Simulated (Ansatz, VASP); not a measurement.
## Two plane-wave programs on BiTe

```xyz
2
Lattice="0.0000 3.2350 3.3428 3.2350 0.0000 3.3428 3.2350 3.2350 0.0000" Properties=species:S:1:pos:R:3 pbc="T T T"
Bi    0.0000    0.0000    0.0000
Te    3.2350    3.2350    3.3428
```

Alike in both runs: task single point; functional PBE; k mesh 9 × 9 × 9; occupations fermi-dirac, width 0.1 eV; no spin polarisation.

|  | VASP | Ansatz |
| --- | --- | --- |
| version | VASP 6.6.1 | Ansatz 0.2.0 |
| potentials or method | VASP PAW PBE potentials, release 64 (Bi_d, Te) | plane waves, PAW |
| plane-wave cutoff (eV) | 520 | 520 |
| valence electrons in the cell | 21 | 31 |

|  | VASP | Ansatz | Ansatz less VASP |
| --- | --- | --- | --- |
| pressure (GPa) | -0.7 | -0.6 | +0.06 |
| largest component of the traceless stress (GPa) | 1.52 | 1.52 | +0.002 |

The two sets of potentials don't hold the same shells in valence.
